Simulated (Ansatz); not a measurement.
## Au under changes of volume

One of the cells (18.207 Å³/atom); the others are scaled copies at fixed shape and fractional positions:

```xyz
1
Lattice="-1.6573 1.6573 1.6573 1.6573 -1.6573 1.6573 1.6573 1.6573 -1.6573" Properties=species:S:1:pos:R:3 pbc="T T T"
Au    0.0000    0.0000    0.0000
```

This isn't the form of Au at room conditions, which is fcc.

| Property | Result |
| --- | --- |
| Program | Ansatz 0.2.0 |
| Functional | r2SCAN |
| Potentials or basis | Ansatz PAW |
| Cutoff | 500 eV (not typed: the program's choice for these potentials) |
| k mesh | 11 × 11 × 11 |
| Occupations | fermi-dirac, width 0.05 eV |
| Spin | no spin polarisation |

```tsv
volume (Å³/atom)	energy over the lowest point (meV/atom)	pressure (GPa)
17.115	7.80	5.1
17.479	0.20	1.6
17.843	0.00	-1.5
18.207	6.34	-4.1
18.571	?	?
18.935	35.44	-8.5
19.299	56.81	-10.3
```

**Question.** What does the run at 18.571 Å³/atom give?

**Answer.** Energy over the lowest point 18.42 meV/atom; pressure -6.5 GPa.

Worked out: A Birch-Murnaghan fit of order 3 (a polynomial in V^(-2/3)) to the other rows has its minimum at 17.67 Å³/atom with B0 = V·E''(V) = 148 GPa and B' = 5.4. It gives 18.39 meV/atom at 18.571 Å³/atom, against the run's 18.42, and -dE/dV = -6.4 GPa, against -6.5.

Energies are extrapolated to zero smearing.

Caveats: the PAW data sets come from PBE, with cores solved anew for the run's functional, which leaves a small shift of forces and pressure.
